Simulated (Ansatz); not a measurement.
Runs of Ansatz 0.2.0 on Pt. The structure is cubic, space group Fm-3m (No. 225). The conventional cell has a = 3.922 Å, b = 3.922 Å, c = 3.922 Å, α = 90.00°, β = 90.00°, γ = 90.00°. Pt (site symmetry m-3m) is surrounded by 12 Pt at 2.77 Å. 

| task | level | potentials or basis | spin | U | cell | k mesh | cutoff (eV) | smearing | hubbard projectors | double counting | points for each segment of the path | other keys | mesh quality | gap on the mesh (eV) | pressure (GPa) |
| --- | --- | --- | --- | --- | --- | --- | --- | --- | --- | --- | --- | --- | --- | --- | --- |
| single point | PBE | Ansatz PAW | off | - | as given | 12 × 12 × 12 | 420 | gaussian 0.022 eV | - | - | - | - | not flagged | none | 10.2 |
| single point | revPBE+D3(BJ) | Ansatz PAW | non-collinear, random start, SOC | - | as given | 12 × 12 × 12 | 420 | tetrahedron | - | - | - | scf.occupations.width = left out; … | not flagged | none | -2.8 |
| single point | PBE | Ansatz PAW | off | - | as given | 12 × 12 × 12 | 420 | gaussian 0.012 eV | - | - | - | - | not flagged | none | 10.2 |
| single point | PBE | Ansatz PAW | off | - | as given | 12 × 12 × 12 | 420 | gaussian 0.02 eV | - | - | - | - | not flagged | none | 10.2 |
| relaxation of cell and atoms | BLYP | Ansatz PAW | off | - | relaxed | 12 × 12 × 12 | 420 | fermi-dirac 0.05 eV | - | - | - | - | not flagged | none | 0.0 |
| single point | PBE | Ansatz PAW | off | - | as given | 12 × 12 × 12 | 420 | gaussian 0.024 eV | - | - | - | - | not flagged | none | 10.2 |
| single point | PBE | Ansatz PAW | off | - | as given | 12 × 12 × 12 | 420 | gaussian 0.013 eV | - | - | - | - | not flagged | none | 10.2 |
| electric field gradients | r2SCAN+rVV10+U | Ansatz PAW | SOC, no magnetisation | Pt d U = 3 eV | as given | 12 × 12 × 12 | 500 | fermi-dirac 0.15 eV | all-electron-ortho-atomic | fll | - | - | not flagged | none | 2.1 |
| single point | PBE | Ansatz PAW | off | - | as given | 12 × 12 × 12 | 420 | gaussian 0.018 eV | - | - | - | - | not flagged | none | 10.2 |
| band structure | BLYP+D3(BJ)-ATM | Ansatz PAW | off | - | as given | 12 × 12 × 12 | 420 | methfessel-paxton 0.05 eV | - | - | 14 | - | not flagged | none | (a) |
| band structure | RPBE | Ansatz PAW | off | - | as given | 12 × 12 × 12 | 420 | fermi-dirac 0.05 eV | - | - | 14 | - | not flagged | none | 14.5 |
| atomic charges | PBE0 | Ansatz PAW earlier set | off | - | as given | 7 × 7 × 7 | 570 | methfessel-paxton 0.15 eV | - | - | - | - | coarse | none | (b) |

Q: Estimate the missing entries.

A: (a) 7.6; (b) 2.5.

Caveats: some runs use coarse meshes; the PAW data sets come from PBE, with cores solved anew for the run's functional, which leaves a small shift of forces and pressure (some runs); pairwise dispersion overbinds metals, which lowers pressure and volume (some runs); the thresholds are loose for stress (some runs); spin-orbit coupling is left out, which moves the levels of the heavy elements (some runs); with tetrahedron occupations forces and stress needn't match the slope of the energy (some runs); the starting moments weren't kept (some runs); the plane-wave basis is chosen anew once the cell has moved, so the energies of steps on either side of that aren't comparable (some runs).

A k mesh can miss the band edges, and rows without SOC leave out spin-orbit coupling on Pt.

A gap of «none» marks a metal or a gap under the smearing width.
